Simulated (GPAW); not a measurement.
Write an ASE script for GPAW 26.7.0 that does the following.

| Quantity | Value |
| --- | --- |
| Task | optical spectrum |
| Functional | PBE |
| Potentials or basis | GPAW PAW data sets (gpaw-data 1.2.1) |
| Cutoff | 400 eV |
| Basis | pw |
| k mesh | 9 × 9 × 9 |
| Occupations | fermi-dirac, width 0.05 eV |
| Spin | no spin polarisation |
| Eta | 0.1 eV |
| Response ecut | 50 eV |
| Scissors | 0 eV |
| Kernel | RPA |
| Maxiter | 150 |
| Response k mesh | 29 × 29 × 29 |
| Domega0 | 0.05 eV |
| Omega2 | 10 eV |
| Response bands | 16 |
| Directions | ["x"] |
| Intraband | yes |

The structure of Ti lies in Ti.xyz:

```xyz
1
Lattice="-1.6075008044 1.6075008044 1.6075008044 1.6075008044 -1.6075008044 1.6075008044 1.6075008044 1.6075008044 -1.6075008044" Properties=species:S:1:pos:R:3 pbc="T T T"
Ti     0.0000000000      0.0000000000      0.0000000000
```

This isn't the form of Ti at room conditions, which is hcp.

The input as run:

run.py

```python
from ase.dft.bandgap import bandgap
from ase.io import read, write
from gpaw import GPAW, PW
from gpaw.response.df import DielectricFunction

atoms = read('Ti.xyz')

calc = GPAW(mode=PW(400),
            xc='PBE',
            kpts={'size': (9, 9, 9), 'gamma': True},
            occupations={'name': 'fermi-dirac', 'width': 0.05},
            nbands=14,
            convergence={'density': 1e-06},
            maxiter=150,
            txt='gpaw.txt')
atoms.calc = calc
energy = atoms.get_potential_energy()
calc.write('gs.gpw')
write('result.traj', atoms)
print(f'Energy: {energy:.6f} eV')
print('Fermi level:', round(calc.get_fermi_level(), 4), 'eV')
print(f'Gap: {bandgap(calc)[0]:.4f} eV, direct: {bandgap(calc, direct=True)[0]:.4f} eV')

dense = calc.fixed_density(kpts={'size': (29, 29, 29), 'gamma': True},
                           nbands=22, convergence={'bands': 16, 'eigenstates': 1e-7},
                           update_fermi_level=True, txt='dense.txt')
dense.write('dense.gpw', mode='all')

df = DielectricFunction('dense.gpw', frequencies={'type': 'nonlinear', 'domega0': 0.05, 'omega2': 10},
                        eta=0.1, ecut=50, nbands=16, rate='eta', txt='df.txt')
for direction in ['x']:
    df.get_dielectric_function(xc='RPA', direction=direction, filename=f'df_{direction}.csv')
```

Potentials or basis: GPAW PAW data sets (gpaw-data 1.2.1), pw.

Command:

```console
$ OMP_NUM_THREADS=1 python run.py
```

It gave:

| Property | Result |
| --- | --- |
| Band gap on the k mesh | none (metal or under the smearing width) |

Caveat: the intraband term hangs on this k mesh; the long-wavelength limit can be off by several per cent where d states take part; independent-particle spectra lack excitons.

Wall time 81 s on 1 thread of Arm Neoverse V1, on a shared host, peak memory 0.36 GiB.
